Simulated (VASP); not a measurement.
# SnTe in VASP: how settings move the PBE single point

Aim: see what changed inputs do to the PBE single point of SnTe in the zincblende structure, under +5.2 % shear in the xy plane. This is a trial cell built on a prototype, not taken from a measured structure, and it needn't be the compound's ground state.

The runs shown are made with VASP 6.6.1. PAW datasets, plane waves. Simulation only: spin-unpolarised, and no claim that this is the phase found in nature.

**1. The cell**

The cell comes from an earlier relaxation with r2SCAN in another program, then strained, with the atoms relaxed again.

It is orthorhombic, Imm2 (No. 44); a = 4.935 Å, b = 5.202 Å, c = 7.168 Å in the conventional setting, 46.00 Å³ an atom. Around Sn lie 4 Te at 3.09–3.12 Å; around Te lie 4 Sn at 3.09–3.12 Å.

As a file:

```xyz
2
Lattice="0.0941 3.5840 3.5840 3.5840 0.0941 3.5840 3.6781 3.6781 0.0000" Properties=species:S:1:pos:R:3 pbc="T T T"
Sn    0.0000    0.0000    0.0379
Te    1.8390    1.8390    1.7541
```

**2. Baseline**

Input file INCAR:

```
ENCUT = 520.000000
SIGMA = 0.020000
EDIFF = 1.00e-07
GGA = PE
PREC = Accurate
IBRION = -1
ISIF = 2
ISMEAR = -1
NBANDS = 17
NELM = 120
NSW = 0
LASPH = .TRUE.
LCHARG = .TRUE.
LELF = .TRUE.
LWAVE = .FALSE.
LREAL = .FALSE.
```

Input file KPOINTS:

```
KPOINTS created by Atomic Simulation Environment
0
Gamma
6 6 6
0 0 0
```

Input file POSCAR:

```
Sn Te
 1.0000000000000000
     0.0940795803750001    3.5839840136749999    3.5839840136743435
     3.5839840136749999    0.0940795803750001    3.5839840136743435
     3.6780635940000002    3.6780635940000002   -0.0000000000513124
 Sn  Te
   1   1
Cartesian
  0.0000000000002641  0.0000000000002641  0.0378667469218555
  1.8390317970122361  1.8390317970122361  1.7541252599024879
```

A file KPOINTS_OPT adds named points for the levels; it doesn't enter the self-consistent loop.

Potentials: the recommended PBE PAW datasets, 20 valence electrons.

On the command line:

```bash
> mpirun -np 1 vasp_std
```

**3. Try 1**

Edit INCAR of step 2 so:

```diff
@@ -12,5 +12,4 @@
 LASPH = .TRUE.
-LCHARG = .TRUE.
-LELF = .TRUE.
+LCHARG = .FALSE.
 LWAVE = .FALSE.
-LREAL = .FALSE.
+LREAL = Auto
```

KPOINTS is that of step 2.

POSCAR is that of step 2.

**4. Try 2**

Input file INCAR:

```
SIGMA = 0.020000
GGA = PE
PREC = Accurate
IBRION = -1
ISIF = 2
ISMEAR = -1
NBANDS = 17
NELM = 120
NSW = 0
LASPH = .TRUE.
LCHARG = .FALSE.
LWAVE = .FALSE.
LREAL = .FALSE.
ENCUT = 200
EDIFF = 1e-05
```

KPOINTS is that of step 2.

POSCAR is that of step 2.

What does the calculation give? Wanted: for each run, changed; ending; energy change; pressure; electronic steps; usable.

As calculated:

| run | changed | ending | energy change (meV/atom) | pressure (GPa) | gap on the mesh (eV; negative: overlap) | electronic steps | time | usable |
| --- | --- | --- | --- | --- | --- | --- | --- | --- |
| ref. | – | converged | 0 | 0.5 | 0.23 | 16 | 97 s | yes |
| 1 | LREAL = Auto | converged | -1.1 | 0.5 | 0.23 | 16 | 2.1 min | yes |
| 2 | ENCUT = 200, EDIFF = 1e-05 | converged | 53.5 | -5.1 | 0.23 | 12 | 11 s | no |

What this shows: Of 2 altered inputs, 1 ended normally on a faulty or unsound input, 1 gave usable results. «LREAL = Auto» moves the energy by -1.1 meV/atom.
